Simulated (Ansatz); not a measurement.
## AlN (model cell, started as CsCl type): following an unstable mode

Which phase does AlN (model cell, started as CsCl type) fall into along its unstable mode, and how much energy does it gain?

Main program and level: Ansatz 0.2.0; DFT LDA, scalar-relativistic, plane waves, PAW; PAW set soft_1.

The structure was built from a prototype and need not be the compound's stable phase.

**1. Set-up**

The structure is cubic, space group Pm-3m (No. 221). Conventional cell: a = 2.570 Å, b = 2.570 Å, c = 2.570 Å, α = 90.00°, β = 90.00°, γ = 90.00°. Nearest to Al lie 8 N at 2.23 Å. Nearest to N lie 8 Al at 2.23 Å. Farther neighbours and most contacts between anions are not listed.

**2. The dispersion**

The cell comes from relaxations at this level that are not shown. Stability and thermal properties need the whole zone. Linear response on a 4×4×4 q mesh gives force constants as far as a supercell of that size would.

File input.yaml:

```yaml
crystal:
  lattice:
    - [2.569778269, 0.0, 0.0]
    - [0.0, 2.569778269, 0.0]
    - [0.0, 0.0, 2.569778269]
  atoms:
    - { symbol: Al, position: [0.0, 0.0, 0.0] }
    - { symbol: "N", position: [0.5, 0.5, 0.5] }
kpoints:
  mp_grid: { grid: [16, 16, 16] }
hamiltonian:
  xc: lda
  pseudopotentials: { kind: paw, azcp: { folder: soft_1 }, xc_functional: pbe }
scf:
  occupations: { method: methfessel_paxton, width: 0.2 }
output:
  eigenvalues: true
phonons:
  method: dfpt
  qmesh: [4, 4, 4]
  temperatures: { t_max: 1000, t_step: 50 }
  qpath:
    path:
      - [[0.0, 0.0, 0.0], [0.0, 0.5, 0.0], [0.5, 0.5, 0.0], [0.0, 0.0, 0.0], [0.5, 0.5, 0.5], [0.0, 0.5, 0.0]]
      - [[0.5, 0.5, 0.5], [0.5, 0.5, 0.0]]
    npoints: 10
```

Launch:

```bash
> ansatz run input.yaml --threads 4 --pin off --max-ram 10240MiB --backend cpu --events-out ev --progress --plain --runs-dir out
```

Numbers of over 12 decimals in the logs are rounded to 6 here.

The log of the run:

```text
Engine: ansatz 0.2.0, aarch64-unknown-linux-gnu
Pseudopotentials: kind: paw
Pseudopotential: Al, paw, valence charge 3, recommended cutoff 420 eV (normal), soft_1/Al.paw.azcp
Pseudopotential: N, paw, valence charge 5, recommended cutoff 420 eV (normal), soft_1/N.paw.azcp
Functional definition: SPW92
  exchange = slater_x
  correlation = pw_c
Crystal: 2 atoms, lattice volume = 16.970 Å³
Basis set: ecut = 420 eV, 341 PW (Γ), exchange–correlation on 36×36×36 points (8 copies of the dense FFT grid, shifted against one another)
Bands: 8, of which v1, the nominal top of the filled ones, is band 4 counted from 1 (3 counted from 0)
Symmetry: 48 space group operations
k-points: 165 of 4096
Non-local potential: Al, projectors of the file, l = 0: 2, l = 1: 2, l = 2: 1
Non-local potential: N, projectors of the file, l = 0: 2, l = 1: 2, l = 2: 1
PAW form: soft (Blöchl's): semilocal exchange-correlation on the pseudo side does not see the compensation charge
PAW frozen core: Al, regenerated for the run's functional, and the local potential with it (the file was generated under x = pbe(κ = 0.804, μ = 0.219515), c = pbe(β = 0.066725))
PAW frozen core: N, regenerated for the run's functional, and the local potential with it (the file was generated under x = pbe(κ = 0.804, μ = 0.219515), c = pbe(β = 0.066725))
PAW one-centre angular grid: Al, 110 points (default); XC on 64 Gauss nodes
PAW one-centre angular grid: N, 110 points (default); XC on 64 Gauss nodes
Initial density: superposition of atomic densities (chi_scale 0.1, normalization cell, long waves kept (reshape's long-wave potential 0.00 eV rms))
Initial wavefunctions: pseudopotential atomic-orbital guess
Functional: x = slater, c = lda
SCF iter   1: F=—  HF=-887.349383 eV  |F-HF|=—  |Δ(HF+E_count)|=         —  Δρ=1.17e-1  dr2=3.03e0  ethr=3.10e-3  ⟨swp⟩=4.9  Hψ=8860  notcnv=0
preconditioner: auto → none  [metal: Δε(μ)=0.074 eV  Ē_g=15.685 eV  σ=0.200 eV  W_gap=0.30  n_scr=0 (ndim 8)  ℏωp=25.5 eV  f_vac=0.000  D(μ)=0.05/eV (n_scr^D=0)]
SCF iter   2: F=—  HF=-886.531165 eV  |F-HF|=—  |Δ(HF+E_count)|=   8.18e-1  S|Δr|=    0.00e0  Δρ=3.43e-2  dr2=2.67e-1  ethr=3.10e-3  ⟨swp⟩=2.6  Hψ=3753  notcnv=0
SCF iter   3: F=—  HF=-886.444712 eV  |F-HF|=—  |Δ(HF+E_count)|=   8.65e-2  S|Δr|=    0.00e0  Δρ=5.68e-3  dr2=2.20e-3  ethr=3.10e-3  ⟨swp⟩=2.6  Hψ=2236  notcnv=0
SCF iter   4: F=—  HF=-886.443983 eV  |F-HF|=—  |Δ(HF+E_count)|=   7.29e-4  S|Δr|=    0.00e0  Δρ=7.28e-4  dr2=1.03e-4  ethr=2.74e-5  ⟨swp⟩=2.3  Hψ=2228  notcnv=0
SCF iter   5: F=—  HF=-886.443962 eV  |F-HF|=—  |Δ(HF+E_count)|=   2.11e-5  S|Δr|=    0.00e0  Δρ=1.63e-4  dr2=5.93e-6  ethr=1.28e-6  ⟨swp⟩=2.2  Hψ=1791  notcnv=0
SCF iter   6: F=—  HF=-886.443961 eV  |F-HF|=—  |Δ(HF+E_count)|=   1.49e-6  S|Δr|=    0.00e0  Δρ=3.86e-6  dr2=1.46e-9  ethr=7.41e-8  ⟨swp⟩=1.7  Hψ=1620  notcnv=0
SCF iter   7: F=—  HF=-886.443960 eV  |F-HF|=—  |Δ(HF+E_count)|=   1.92e-7  S|Δr|=    0.00e0  Δρ=1.32e-6  dr2=3.55e-10  ethr=1.82e-11  ⟨swp⟩=2.4  Hψ=1932  notcnv=0
SCF iter   8: F=-886.443960 eV  HF=-886.443960 eV  |F-HF|=3.52e-12  |Δ(HF+E_count)|=  8.56e-11  S|Δr|=    0.00e0  Δρ=1.79e-7  dr2=4.21e-12  ethr=1.00e-12  ⟨swp⟩=3.8  Hψ=5191  notcnv=0
the search or the solves at the SCF's close seem to have found levels that the self-consistency loop had missed (the run counts 1). By its estimate they hold under 1e-12 electrons; where the run keeps them, the occupations were computed again with them
SCF 1 converged in 8 iterations: F = -886.443960 eV  dr2 = 4.21e-12
  greatest PAW one-centre occupation: 0.801 electrons in one spin orbital (limit 2), on the N atom at site 1 (counted from 0), in its partial waves of l = 0
Initial density: read from a saved state, or passed on in memory by an earlier SCF of this step, an earlier step, the calling program or the single point that the run made first
iter 1 solved again at ethr=1.74e-7 eV; its pass at ethr=3.10e-3 eV (dr2=1.40e-5 eV) is discarded
SCF iter   1: F=—  HF=-886.443960 eV  |F-HF|=—  |Δ(HF+E_count)|=         —  Δρ=2.49e-7  dr2=6.08e-12  ethr=1.74e-7  ⟨swp⟩=2.2  Hψ=12355  notcnv=0
eigensolver tolerance schedule: the retry pair's looser diagonalisation over-reported the residual by 2294318.32 of it (diagonalisation noise at an unbounded share of the residual, at the tolerance the schedule requests for it); recorded, not acted on — ethr = c·dr2/N_el stays at c = 1.0e-1
preconditioner: auto → none  [metal: Δε(μ)=0.031 eV  Ē_g=14.819 eV  σ=0.200 eV  W_gap=0.13  n_scr=0 (ndim 8)  ℏωp=25.5 eV  f_vac=0.000  D(μ)=0.53/eV (n_scr^D=0)]
SCF iter   2: F=—  HF=-886.443960 eV  |F-HF|=—  |Δ(HF+E_count)|=   1.18e-7  S|Δr|=    0.00e0  Δρ=1.23e-7  dr2=1.30e-12  ethr=1.00e-12  ⟨swp⟩=4.9  Hψ=5663  notcnv=0
SCF iter   3: F=-886.443960 eV  HF=-886.443960 eV  |F-HF|=4.55e-13  |Δ(HF+E_count)|=  2.27e-13  S|Δr|=    0.00e0  Δρ=7.03e-8  dr2=3.63e-13  ethr=1.00e-12  ⟨swp⟩=1.0  Hψ=3307  notcnv=0
SCF 2 converged in 3 iterations: F = -886.443960 eV  dr2 = 3.63e-13
phonons: the bands overlap, so this run is a metal and interpolates without the dipole-dipole term. If the crystal is really an insulator or semiconductor, its LO-TO splitting is missing
NSCF: frozen V_eff on 165 k-points
NSCF: frozen V_eff on 405 k-points
DFPT response loops at q = (0, 0, 0) (fractional): preconditioner auto → Kerker (q_TF=auto, 2.407 Å⁻¹) (partly filled bands, converged f_vac=0.000); β = 1.00, the filter's whole step (`scf.mixing.beta` (0.50) is not read by the response loops under this deck's `scf.mixing.preconditioner`; to damp them name `kerker` or `kerker_dos`, under which they read `scf.mixing.beta`, and type it under 1.00, their step now; both keys bind the ground state too); Broyden in place of MSR1
NSCF: frozen V_eff on 2592 k-points
DFPT response loops at q = (0, 0, 0.25) (fractional): mixed as the last ones told, above
NSCF: frozen V_eff on 1458 k-points
DFPT response loops at q = (0, 0, -0.5) (fractional): mixed as the last ones told, above
NSCF: frozen V_eff on 4608 k-points
DFPT response loops at q = (0, 0.25, 0.25) (fractional): mixed as the last ones told, above
NSCF: frozen V_eff on 2592 k-points
DFPT response loops at q = (0, 0.25, -0.5) (fractional): mixed as the last ones told, above
NSCF: frozen V_eff on 1458 k-points
DFPT response loops at q = (0, -0.5, -0.5) (fractional): mixed as the last ones told, above
NSCF: frozen V_eff on 4352 k-points
DFPT response loops at q = (0.25, 0.25, 0.25) (fractional): mixed as the last ones told, above
NSCF: frozen V_eff on 4608 k-points
DFPT response loops at q = (0.25, 0.25, -0.5) (fractional): mixed as the last ones told, above
NSCF: frozen V_eff on 2592 k-points
DFPT response loops at q = (0.25, -0.5, -0.5) (fractional): mixed as the last ones told, above
NSCF: frozen V_eff on 810 k-points
DFPT response loops at q = (-0.5, -0.5, -0.5) (fractional): mixed as the last ones told, above
SCF converged after 8 iterations
Stability not checked: this state was not tested for a lower state beside it, because cold or Methfessel-Paxton smearing, or corrected tetrahedra, fill the levels in a way that the test cannot read (fill_not_monotonic; see scf.lower_state_search)
Free energy (F): -886.443960 eV
Harris-Foulkes:  -886.443960 eV  (|F-HF|=3.52e-12)
Internal energy: -886.443838 eV  (E = F + TS)
E sigma→0 (E₀):  -886.443930 eV
Entropy (-TS):   -0.000122 eV (-0.061 meV/atom)
Fermi energy:    12.290005 eV
--- Per-component energies (eV) ---
  E_band       = 41.111890
  E_kinetic    = 156.298934
  E_local      = -149.390442  (includes V_loc(G=0)·N_el)
  E_nonlocal   = 46.089765
  E_hartree    = 59.897293
  E_xc         = -98.468374
  E_vxc        = -107.404762  (∫ρ·V_xc dr)
  E_paw        = -563.325882  (= ΣΔE_a)
  E_vpaw       = -24.277022  (= ΣTr[D̂ρ^β])
  E_aug_tail   = 0.000858  (compensation charges beyond the density's cutoff)
  E_ewald      = -337.681752
  E_core_change = 0.135761  (= ΣΔE_core)
  E_smearing   = -0.000122  (= −TS)
  E_closure    = 0.000000  (closes the sum)
  Σ components = -886.443960   (vs F -886.443960, Δ=0.00e0)
--- Band table (eV; the first three rows and the last of 165) ---
  k-point 0: bands = ["-6.2508", "10.7122", "10.7122", "10.7122", "13.7332", "18.4979", "18.4979", "28.4071"]
  k-point 1: bands = ["-6.1822", "10.0652", "10.7472", "10.7472", "14.0731", "18.5794", "18.8300", "28.2654"]
  k-point 2: bands = ["-5.9785", "8.7061", "10.8488", "10.8488", "14.6358", "18.8226", "19.6366", "27.8481"]
  k-point 164: bands = ["0.7509", "7.1409", "7.1409", "7.1409", "13.7655", "13.7655", "13.7655", "20.2302"]
--- Phonons (Γ-DFPT): 2 representative perturbations + reference (Σ response iterations 6) ---
  ASR residual: 1.478e-4 → 0.000e0 eV/Å²; symmetrization residual: 1.097e-6 eV/Å²
  ASR residual per site (eV/Å²): 1.01e-5 1.48e-4
  Γ frequencies (cm⁻¹): -269.76 -269.76 -269.76 0.00 0.00 0.00
--- Phonons (arbitrary-q DFPT): 10 irreducible q on the 4×4×4 mesh ---
  q = [0.0000, 0.0000, 0.0000] (star 1, of the zone-centre solve; hermiticity 8.89e-7, symmetrization 1.14e-13): -269.76 -269.76 -269.76 -0.00 -0.00 0.00
  q = [0.0000, 0.0000, 0.2500] (star 6, 4 solved perturbations in 4032 linear systems a pass and spin channel, the states on 1296 of 4096 k-point pairs; hermiticity 2.26e-7, symmetrization 1.44e-14): -387.43 -387.43 -164.70 -164.70 327.20 431.51
  q = [0.0000, 0.0000, -0.5000] (star 3, 4 solved perturbations in 2268 linear systems a pass and spin channel, the states on 729 of 4096 k-point pairs; hermiticity 1.23e-14, symmetrization 1.62e-14): -561.61 -561.61 -221.76 -221.76 479.32 593.35
  q = [0.0000, 0.2500, 0.2500] (star 12, 4 solved perturbations in 7056 linear systems a pass and spin channel, the states on 2304 of 4096 k-point pairs; hermiticity 8.75e-8, symmetrization 1.71e-15): -496.89 -196.01 167.17 252.84 412.93 435.20
  q = [0.0000, 0.2500, -0.5000] (star 12, 6 solved perturbations on 1296 of 4096 k-point pairs; hermiticity 8.57e-8, symmetrization 1.18e-15): -706.87 -224.79 -151.99 207.11 507.49 559.21
  q = [0.0000, -0.5000, -0.5000] (star 3, 4 solved perturbations in 2268 linear systems a pass and spin channel, the states on 729 of 4096 k-point pairs; hermiticity 2.69e-8, symmetrization 4.95e-16): -1119.95 -233.90 316.76 316.76 519.83 519.83
  q = [0.2500, 0.2500, 0.2500] (star 8, 2 solved perturbations on 2176 of 4096 k-point pairs; hermiticity 9.21e-8, symmetrization 8.68e-15): -139.97 -62.48 -62.48 341.75 341.75 478.69
  q = [0.2500, 0.2500, -0.5000] (star 12, 4 solved perturbations in 7056 linear systems a pass and spin channel, the states on 2304 of 4096 k-point pairs; hermiticity 6.81e-8, symmetrization 9.48e-15): -366.84 -319.49 181.48 194.77 480.64 518.07
  q = [0.2500, -0.5000, -0.5000] (star 6, 4 solved perturbations in 4032 linear systems a pass and spin channel, the states on 1296 of 4096 k-point pairs; hermiticity 9.64e-8, symmetrization 1.11e-14): -522.55 198.90 276.42 276.42 470.28 470.28
  q = [-0.5000, -0.5000, -0.5000] (star 1, 2 solved perturbations on 405 of 4096 k-point pairs; hermiticity 7.14e-14, symmetrization 1.24e-13): 246.11 246.11 246.11 368.90 368.90 368.90
  sum rule: each row above includes the acoustic sum rule's correction from the zone centre's row sums; it moved no ω² by more than (1.69 cm⁻¹)²
  mesh force constants: q→R imaginary residual 2.93e-18; ASR residual 1.478e-4 → 0.000e0 eV/Å²; symmetrization residual 6.217e-15 eV/Å²
  interpolated dispersion: 62 rows × 6 modes
  density of states and harmonic sums: on the 24×24×24 q-mesh, interpolated from the force constants of a 4×4×4 supercell (no non-analytic term)
  largest difference from the sums on the solved wave vectors: F 3.41e-2 eV, S 4.40e-5 and C_V 1.33e-5 eV/K
  zero-point energy: 0.078294 eV/cell   skipped modes (ω ≤ 0): 1107, of them read as no rigid motion or as one in doubt: 1104 (2.416e0 modes/cell left out, lowest -1119.95 cm⁻¹)   left out of the sums: 4.03e-1 of the cell's modes: C_V's classical limit lies that fraction below 3 k_B per atom; for a crystal, a wire or a layer, F and S can be off by more, and a phonons.interpolated_qmesh denser along its periods is the remedy for the sampling
```

Wall time 97 s (4 threads of Arm Neoverse V1, shared host); peak memory 0.99 GiB; 6.2 min of CPU time.

Reading the cycles: dr2 is the Hartree energy of the density residual (eV), the measure of convergence; HF is the Harris–Foulkes estimate of the energy, which meets the free energy F at convergence.

This step gave:

```yaml
volume_per_atom: 8.485 Å³
gap_on_the_k_mesh: 0 eV
sum_rule_residual_before_enforcement: 1.48e-4 eV/Å²
lowest_frequency_on_the_path: -1120 cm⁻¹
point_group: m-3m
highest_frequency_on_the_path_or_at_a_solved_wavevector: 593.4 cm⁻¹
highest_optical_mode_at_the_zone_centre_no_lo_to_term: -269.8 cm⁻¹
lowest_optical_zone_centre_mode: -269.8 cm⁻¹
lowest_mode_on_the_q_mesh_acoustic_modes_at_gamma_apart: -1120 cm⁻¹
```

Frequencies (cm⁻¹) solved at each irreducible wavevector; negative means imaginary. Frequencies by wavevector, by row:

| q in reciprocal lattice units | star | mode 1 | mode 2 | mode 3 | mode 4 | mode 5 | mode 6 |
| --- | --- | --- | --- | --- | --- | --- | --- |
| 0 0 0 | 1 | -269.8 | -269.8 | -269.8 | 0 | 0 | 0 |
| 0 0 0.25 | 6 | -387.4 | -387.4 | -164.7 | -164.7 | 327.2 | 431.5 |
| 0 0 -0.5 | 3 | -561.6 | -561.6 | -221.8 | -221.8 | 479.3 | 593.4 |
| 0 0.25 0.25 | 12 | -496.9 | -196 | 167.2 | 252.8 | 412.9 | 435.2 |
| 0 0.25 -0.5 | 12 | -706.9 | -224.8 | -152 | 207.1 | 507.5 | 559.2 |
| 0 -0.5 -0.5 | 3 | -1120 | -233.9 | 316.8 | 316.8 | 519.8 | 519.8 |
| 0.25 0.25 0.25 | 8 | -140 | -62.5 | -62.5 | 341.8 | 341.8 | 478.7 |
| 0.25 0.25 -0.5 | 12 | -366.8 | -319.5 | 181.5 | 194.8 | 480.6 | 518.1 |
| 0.25 -0.5 -0.5 | 6 | -522.5 | 198.9 | 276.4 | 276.4 | 470.3 | 470.3 |
| -0.5 -0.5 -0.5 | 1 | 246.1 | 246.1 | 246.1 | 368.9 | 368.9 | 368.9 |

Interpolated from a 4×4×4 q mesh. Phonon branches along the path, in cm⁻¹:

```
    point  branch 1  branch 2  branch 3  branch 4  branch 5  branch 6
        Γ      -270      -270      -270         0         0         0
  halfway      -387      -387      -165      -165       327       432
        X      -562      -562      -222      -222       479       593
  halfway      -707      -225      -152       207       508       559
        M     -1120      -234       317       317       520       520
  halfway      -497      -196       167       253       413       435
        Γ      -270      -270      -270         0         0         0
  halfway      -140       -62       -62       342       342       479
        R       246       246       246       369       369       369
  halfway      -367      -320       182       195       481       518
        X      -562      -562      -222      -222       479       593
jump to R       246       246       246       369       369       369
  halfway      -523       199       276       276       470       470
        M     -1120      -234       317       317       520       520
```

The phonon branches as a text plot (rows in cm⁻¹):

```
    558 |     *********  *                           *****
    486 |    * **************           ****       *******   ****
    415 |   ***              *         *    **  ***        **
    343 |   *         ***     *        ***********        **   **
    272 |  *        ***  ***** *     **      *******      *****
    201 | *         *        ****   *      ***  ** **        *
    129 |  *       *            *   *    ** *     *  *
     58 |*                       * *                       *
    -13 |*                    *  **  **
    -85 | **      *             *   *  **  *      *   *
   -156 | * **                ***      ****            *      *
   -228 |*    ****************  ** ****            *    **     **
   -299 |***       *            ***                **       *
   -370 |   *                  *                    **
   -442 |    *    *           *                      **
   -513 |     *  *           *                         **    *
   -585 |      *****                                     *
   -656 |                  **
   -727 |
   -799 |           *     *
   -870 |                                                     *
   -941 |            *   *
  -1013 |             *                                        *
  -1084 |              **                                       *
         Γ      X      M          Γ            R        X|R     M
```

Symmetry leaves 10 wavevectors to solve. The lowest mode among them, the acoustic zeros apart, lies at q = (0, -0.5, -0.5) and is imaginary, 1120.0i cm⁻¹, so the energy falls along it.

**3. The mode frozen in, largest atomic shift 0 Å**

The mode followed lies at q = (0, 0.25, -0.5) with frequency 706.9i cm⁻¹, one of the unstable modes though not the softest. At small amplitude the distorted cell has space group no. 67 by a symmetry search on the positions. The undistorted cell that holds it gives the zero of energy on the same k mesh.

System of this step: AlN (model cell, started as CsCl type). The structure is cubic, space group Pm-3m (No. 221). The conventional cell has a = 2.570 Å, b = 2.570 Å, c = 2.570 Å, α = 90.00°, β = 90.00°, γ = 90.00°. Nearest to Al lie 8 N at 2.23 Å. Nearest to N lie 8 Al at 2.23 Å. Farther neighbours and most contacts between anions are not listed.

input.yaml, the sections that differ from step 2:

```yaml
crystal:
  lattice:
    - [-2.569778269, 0.0, 0.0]
    - [0.0, 0.0, -5.139556538]
    - [0.0, -5.139556538, -2.569778269]
  atoms:
    - { symbol: Al, position: [0.0, 0.75, 0.5] }
    - { symbol: Al, position: [0.0, 0.25, 0.5] }
    - { symbol: Al, position: [0.0, 0.5, 0.0] }
    - { symbol: Al, position: [0.0, 0.0, 0.0] }
    - { symbol: "N", position: [0.5, 0.625, 0.25] }
    - { symbol: "N", position: [0.5, 0.125, 0.25] }
    - { symbol: "N", position: [0.5, 0.375, 0.75] }
    - { symbol: "N", position: [0.5, 0.875, 0.75] }
kpoints:
  mp_grid: { grid: [14, 8, 8] }
output:
  forces: true
  stress: true
  eigenvalues: true
# hamiltonian, scf: as in step 2
# phonons: removed
```

The log of the run:

```text
[...]
Crystal: 8 atoms, lattice volume = 67.881 Å³
Basis set: ecut = 420 eV, 1361 PW (Γ)
Bands: 24, of which v1, the nominal top of the filled ones, is band 16 counted from 1 (15 counted from 0)
Symmetry: 32 space group operations
[...]
k-points: 168 of 896
[...]
k-point 0: bands = [... 12 lower, 11.7796, 11.7799, 12.2860, 12.2860, 13.7325, 14.8945, 14.8945, 17.3662, ... 4 higher]
  k-point 1: bands = [... 12 lower, 11.7319, 11.7321, 12.0844, 12.4998, 13.3593, 14.0722, 16.5767, 17.1759, ... 4 higher]
  k-point 2: bands = [... 12 lower, 11.5992, 11.5995, 11.9214, 12.0650, 12.6914, 14.6346, 16.7319, 18.2836, ... 4 higher]
  k-point 167: bands = [... 12 lower, 9.0411, 9.0411, 9.8471, 11.9568, 12.2876, 14.8912, 15.6694, 15.6694, ... 4 higher]
[key lines of the parts left out:]
SCF converged after 7 iterations
Free energy (F): -3545.781644 eV
Fermi energy:    12.282042 eV
P = ⅓ Tr σ = 0.0092 GPa (0.092 kbar)
```

Wall time 4.5 s (4 threads); peak memory 0.47 GiB.

Numbers from this step:

- pressure: 0.009203 GPa
- energy from the undistorted cell: 0 meV/atom

The run ends at a pressure of 0.01 GPa.

(Part 1 of 3 ends here.)

[Logs are printed without paths, hosts, clocks, repeated set-up lines and the standing remarks that a program may print on its own settings, such as how far it seeks lower states.]

[Hosts, paths, dates, database ids (printed as entryN), source tags and the programs' standing remarks are cut or masked in the printed files.]
